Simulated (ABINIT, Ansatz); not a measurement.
**Quasiparticle gap of ZnSe (Stilleite) in ABINIT**

Wanted: ground state, empty states, screening and self-energy for ZnSe (Stilleite).

Method: PBE and many-body steps on it, plane waves, in ABINIT 10.8.3.

**The experiments to reproduce.**

- Gap 2.695 ± 0.003 eV: excitonic gap from free-exciton PL, not corrected for exciton binding; photoluminescence; 300 K; bulk crystal (Bridgman-grown crystal, polished and etched) (“Alloy Disordering Effects on the Thermal Conductivity and Energy Gap Temperature Dependence of Cd1−xZnxSe Ternary Crystals Grown by the Bridgman Method”, 2023, pmc:10253836).

### Step 1. Set-up

It takes space group F-43m (No. 216, cubic). Conventional cell: a = 5.668 Å, b = 5.668 Å, c = 5.668 Å, α = 90.00°, β = 90.00°, γ = 90.00°. Nearest to Zn lie 4 Se at 2.45 Å. Nearest to Se lie 4 Zn at 2.45 Å. Farther neighbours and most contacts between anions are not listed.

The cell and positions come from the Crystallography Open Database and are kept as given unless a step says otherwise.

### Step 2. Ground state

This step: ABINIT 10.8.3; DFT, PBE, plane waves, norm-conserving pseudopotentials.

The ground-state density comes first.

run.abi reads:

```
acell 3*1.0 Angstrom
rprim 
  -0.000000000000 2.833800000000 2.833800000000
  2.833800000000 0.000000000000 2.833800000000
  2.833800000000 2.833800000000 -0.000000000000
ntypat 2
znucl 30 34
natom 2
typat 1 2
xred 
  0.000000000000 0.000000000000 0.000000000000
  0.250000000000 0.250000000000 0.250000000000
pp_dirpath "pseudos"
pseudos "Zn.upf, Se.upf"
ecut 48
ngkpt 6 6 6
nshiftk 1
shiftk 0 0 0
kptopt 1
chksymbreak 0
nband 27
occopt 1
tolvrs 1e-10
nstep 60
prtwf 0
optforces 0
optstress 0
indata_prefix "in"
outdata_prefix "out"
tmpdata_prefix "tmp"
```

Run with:

```console
OMP_NUM_THREADS=1 mpirun -n 4 abinit run.abi > log
```

Numbers of over 12 decimals in the logs are rounded to 6 here.

Log:

```text
.Version 10.8.3 of ABINIT. v10.8.2 released Aug 2026.

 Symmetries : space group F-4 3 m (#216); Bravais cF (face-center cubic)
================================================================================
 Values of the parameters that define the memory need of the present run
     intxc =       0    ionmov =       0      iscf =       7    lmnmax =       6
     lnmax =       6     mgfft =      48  mpssoang =       3    mqgrid =    3001
     natom =       2  nloc_mem =       1    nspden =       1   nspinor =       1
    nsppol =       1      nsym =      24    n1xccc =    2501    ntypat =       2
    occopt =       1   xclevel =       2
-    mband =          27        mffmem =           1         mkmem =           4
       mpw =        4897          nfft =      110592          nkpt =          16
================================================================================
  Rough estimation (10% accuracy) of disk space for files :
================================================================================

--------------------------------------------------------------------------------
------------- Echo of variables that govern the present computation ------------
--------------------------------------------------------------------------------
 -outvars: echo values of preprocessed input variables --------
            acell      1.8897261259E+00  1.8897261259E+00  1.8897261259E+00 Bohr

      chksymbreak           0
             ecut      4.80000000E+01 Hartree
-          fftalg         312

              ixc     -101130
              kpt      0.00000000E+00  0.00000000E+00  0.00000000E+00
                       1.66666667E-01  0.00000000E+00  0.00000000E+00
                       3.33333333E-01  0.00000000E+00  0.00000000E+00
                       5.00000000E-01  0.00000000E+00  0.00000000E+00
                       1.66666667E-01  1.66666667E-01  0.00000000E+00
                       3.33333333E-01  1.66666667E-01  0.00000000E+00
                       5.00000000E-01  1.66666667E-01  0.00000000E+00
                      -3.33333333E-01  1.66666667E-01  0.00000000E+00
                      -1.66666667E-01  1.66666667E-01  0.00000000E+00
   [... 5 further rows ...]
                      -3.33333333E-01  3.33333333E-01  1.66666667E-01
                      -3.33333333E-01  5.00000000E-01  1.66666667E-01
         kptrlatt        6    0    0      0    6    0      0    0    6
          kptrlen      4.54395803E+01
P           mkmem           4
            natom           2
            nband          27
            ngfft          48      48      48
             nkpt          16
            nstep          60
             nsym          24
           ntypat           2
              occ      2.000000  2.000000  2.000000  2.000000  2.000000  2.000000
                       2.000000  2.000000  2.000000  2.000000  2.000000  2.000000
                       2.000000  2.000000  2.000000  2.000000  2.000000  2.000000
                       2.000000  2.000000  2.000000  2.000000  0.000000  0.000000
[...]
optforces           0
        optstress           0
            prtwf           0
            rprim     -0.0000000000E+00  2.8338000000E+00  2.8338000000E+00
[...]
spgroup         216

           tolvrs      1.00000000E-10

             xred      0.0000000000E+00  0.0000000000E+00  0.0000000000E+00
[...]
znucl       30.00000   34.00000

================================================================================

 chkinp: Checking input parameters for consistency.

================================================================================
== DATASET  1 ==================================================================
-   mpi_nproc: 4, omp_nthreads: 1 (-1 if OMP is not activated)

--- !DatasetInfo
iteration_state: {dtset: 1, }
dimensions: {natom: 2, nkpt: 16, mband: 27, nsppol: 1, nspinor: 1, nspden: 1, mpw: 4897, }
cutoff_energies: {ecut:  48.0, pawecutdg:  -1.0, }
electrons: {nelect:   4.40000000E+01, charge:   0.00000000E+00, occopt:   1.00000000E+00, tsmear:   1.00000000E-02, }

 Real(R)+Recip(G) space primitive vectors, cartesian coordinates (Bohr,Bohr^-1):
 R(1)=  0.0000000  5.3551059  5.3551059  G(1)= -0.0933688  0.0933688  0.0933688
 R(2)=  5.3551059  0.0000000  5.3551059  G(2)=  0.0933688 -0.0933688  0.0933688
 R(3)=  5.3551059  5.3551059  0.0000000  G(3)=  0.0933688  0.0933688 -0.0933688
 Unit cell volume ucvol=  3.0713845E+02 bohr^3
 Angles (23,13,12)=  6.00000000E+01  6.00000000E+01  6.00000000E+01 degrees

 getcut: wavevector=  0.0000  0.0000  0.0000  ngfft=  48  48  48
         ecut(hartree)=     48.000   => boxcut(ratio)=   2.03223

--- Pseudopotential description ------------------------------------------------
- Zn Generated using ONCVPSP code by D. R. Hamann
- 30.00000  20.00000  171031                  znucl, zion, pspdat
12 -101130 2 -1 1326                          pspcod,pspxc,lmax,lloc,mmax
     nproj     2     2     2
  pspatm : epsatm=   26.68164218
         --- l  ekb(1:nproj) -->
[...]
pspatm: atomic psp has been read  and splines computed

- Se Generated using ONCVPSP code by D. R. Hamann
- 34.00000  24.00000  171031                  znucl, zion, pspdat
12 -101130 2 -1 1214                          pspcod,pspxc,lmax,lloc,mmax
     nproj     2     2     2
  pspatm : epsatm=   25.39064422
         --- l  ekb(1:nproj) -->
[...]
pspatm: atomic psp has been read  and splines computed

   2.29118060E+03                                ecore*ucvol(ha*bohr**3)
--------------------------------------------------------------------------------

_setup2: Arith. and geom. avg. npw (full set) are    4879.338    4879.326

================================================================================

--- !BeginCycle
iteration_state: {dtset: 1, }
solver: {iscf: 7, nstep: 60, nline: 4, wfoptalg: 0, }
tolerances: {tolvrs: 1.00E-10, }

     iter   Etot(hartree)      deltaE(h)  residm     vres2
 ETOT  1  -544.98635842320    -5.450E+02 9.114E-01 4.653E+03
 ETOT  2  -546.40203433040    -1.416E+00 4.210E-02 7.770E+03
 ETOT  3  -547.23845527222    -8.364E-01 1.312E-02 1.052E+03
 ETOT  4  -547.31149392204    -7.304E-02 4.016E-03 3.977E+02
 ETOT  5  -547.35013234238    -3.864E-02 2.241E-03 5.298E+01
 ETOT  6  -547.35602524963    -5.893E-03 8.103E-04 1.388E+00
 ETOT  7  -547.35612893251    -1.037E-04 1.448E-04 3.923E-01
 ETOT  8  -547.35617116759    -4.224E-05 4.337E-05 4.472E-02
 ETOT  9  -547.35617617370    -5.006E-06 1.082E-05 5.496E-03
 ETOT 10  -547.35617686684    -6.931E-07 3.919E-06 5.544E-07
 ETOT 11  -547.35617686708    -2.457E-10 1.219E-06 1.127E-07
 ETOT 12  -547.35617686712    -3.627E-11 4.599E-07 6.262E-09
 ETOT 13  -547.35617686715    -2.774E-11 1.480E-07 2.773E-10
 ETOT 14  -547.35617686716    -1.478E-11 5.597E-08 1.371E-11

 At SCF step   14       vres2   =  1.37E-11 < tolvrs=  1.00E-10 =>converged.

--- !ResultsGS
iteration_state: {dtset: 1, }
comment   : Summary of ground state results
lattice_vectors:
- [ -0.0000000,   5.3551059,   5.3551059, ]
- [  5.3551059,   0.0000000,   5.3551059, ]
- [  5.3551059,   5.3551059,  -0.0000000, ]
lattice_lengths: [   7.57326,    7.57326,    7.57326, ]
lattice_angles: [ 60.000,  60.000,  60.000, ] # degrees, (23, 13, 12)
lattice_volume:   3.0713845E+02
convergence: {deltae: -1.478E-11, res2:  1.371E-11, residm:  5.597E-08, diffor:  0.000E+00, }
etotal    :  -5.47356177E+02
entropy   :   0.00000000E+00
fermie    :   1.53041323E-01
cartesian_stress_tensor: null
pressure_GPa: null
xred      :
- [  0.0000E+00,   0.0000E+00,   0.0000E+00, Zn]
- [  2.5000E-01,   2.5000E-01,   2.5000E-01, Se]
cartesian_forces: null
force_length_stats: {min: null, max: null, mean: null, }

 Integrated electronic density in atomic spheres:
 ------------------------------------------------
 Atom  Sphere_radius  Integrated_density
    1        2.00000         18.11040736
    2        2.00000         21.26036845
================================================================================

 ----iterations are completed or convergence reached----

 Mean square residual over all n,k,spin=   12.957E-11; max=  55.966E-09
 reduced coordinates (array xred) for    2 atoms
       0.000000000000      0.000000000000      0.000000000000
       0.250000000000      0.250000000000      0.250000000000
 rms dE/dt=  0.0000E+00; max dE/dt=  0.0000E+00; dE/dt below (all hartree)
    1       0.000000000000      0.000000000000      0.000000000000
    2       0.000000000000      0.000000000000      0.000000000000

 cartesian coordinates (angstrom) at end:
    1      0.000000     0.000000     0.000000
    2      1.416900     1.416900     1.416900
 length scales=  1.889726125908  1.889726125908  1.889726125908 bohr
              =  1.000000000000  1.000000000000  1.000000000000 angstroms
 prteigrs : about to open file out_EIG
 Fermi (or HOMO) energy (hartree) =   0.15304   Average Vxc (hartree)=  -0.36195
 Eigenvalues (hartree) for nkpt=  16  k points:
 kpt#   1, nband= 27, wtk=  0.00463, kpt=  0.0000  0.0000  0.0000 (reduced coord)
  -7.46293   -5.23849   -5.23849   -5.23849   -4.44962   -2.76502   -2.76502   -2.76502
  -1.56976   -1.56976   -1.56976   -1.56961   -1.56961   -0.33425   -0.08738   -0.08738
  -0.08738   -0.07385   -0.07385    0.15304    0.15304    0.15304    0.20039    0.36671
   0.36671    0.36671    0.51812
 prteigrs : prtvol=0 or 1, do not print more k-points.

--- !EnergyTerms
iteration_state     : {dtset: 1, }
comment             : Components of total free energy in Hartree
kinetic             :  2.38673621230762E+02
hartree             :  2.29158838384487E+02
xc                  : -5.13331538891216E+01
Ewald energy        : -2.44845014170202E+02
psp_core            :  7.45976485783275E+00
local_psp           : -5.91683585332825E+02
non_local_psp       : -1.34786647948093E+02
total_energy        : -5.47356176867160E+02
total_energy_eV     : -1.48943203428558E+04
band_energy         : -8.85655578376505E+01

== END DATASET(S) ==============================================================
================================================================================

 -outvars: echo values of variables after computation  --------
           etotal     -5.4735617687E+02
            nband          27
             nkpt          16
          spgroup         216
 [... the other variables as echoed above ...]

 Calculation completed.
```

The job ended after 72 s (4 MPI ranks of Intel Xeon Platinum 8259CL at 2.50GHz (Skylake/Cascade Lake), shared host; peak memory 0.42 GiB; 4.7 min of CPU time).

Numbers from this step:

* total energy: -14894.3203 eV
* gap: 1.288 eV
* k of the valence top: 0, 0, 0
* k of the conduction bottom: 0, 0, 0
* least direct gap: 1.288 eV

The gap is direct, at Γ.

(Part 1 of 3 ends here.)

[Paths, hosts, dates, memory and timing lines, banners, echoed tables and standing remarks are left out of the program output.]

[Logs are printed without paths, hosts, clocks, repeated set-up lines and the standing remarks that a program may print on its own settings, such as how far it seeks lower states.]

[Runs of the session that timed out or met a known fault of the program may be left out.]

[Hosts, paths, dates, database ids (printed as entryN), source tags and the programs' standing remarks are cut or masked in the printed files.]

[G0W0 gaps are taken among the corrected bands and points alone; a level outside them can change the order at an edge.]

[Where Ansatz stands beside ABINIT at settings called matched, ABINIT's density can come from a denser mesh and the files from another edition; pairs whose starting gaps differed by over 0.03 eV were left out, so agreement reads better than it is.]
